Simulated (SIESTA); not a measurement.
Ag under changes of volume

One of the cells (18.162 Å³/atom); the others are scaled copies at fixed shape and fractional positions:

```
CELL_PARAMETERS angstrom
2.94940 0.00000 0.00000
-1.47470 2.55426 0.00000
0.00000 0.00000 4.82172
ATOMIC_POSITIONS crystal
Ag 0.66667 0.33333 0.75000
Ag 0.33333 0.66667 0.25000
```

This isn't the form of Ag at room conditions, which is fcc.

```yaml
Program: SIESTA 5.4.2
Functional: PBEsol
Potentials_or_basis: PseudoDojo 0.4 standard (PBEsol files)
Basis: DZP (energy shift 0.003 Ry; two zetas on semicore shells)
Grid_cutoff: 800 Ry
Energy_shift: 0.003 Ry
k_mesh: 10 × 10 × 6
Occupations: fermi-dirac, width 0.05 eV
Spin: no spin polarisation
```

```tsv
volume (Å³/atom)	energy over the lowest point (meV/atom)	pressure (GPa)
16.738	0.00	0.5
17.094	1.82	-2.1
17.450	8.84	-4.2
18.162	?	?
18.518	54.97	-9.3
18.875	76.97	-10.5
```

Task: What does the run at 18.162 Å³/atom give?

Result: Energy over the lowest point 35.84 meV/atom; pressure -7.9 GPa.

Worked out: A Birch-Murnaghan fit of order 3 (a polynomial in V^(-2/3)) to the other rows has its minimum at 16.80 Å³/atom with B0 = V·E''(V) = 124 GPa and B' = 5.5 at fixed shape and positions, which overstates the stiffness. It gives 35.99 meV/atom at 18.162 Å³/atom, against the run's 35.84, and -dE/dV = -7.8 GPa, against -7.9.

Energies are extrapolated to zero smearing.

Caveats: short orbitals over semicore shells can move pressures by several GPa; the basis of atomic orbitals isn't converged, which shifts pressures, moduli and gaps.
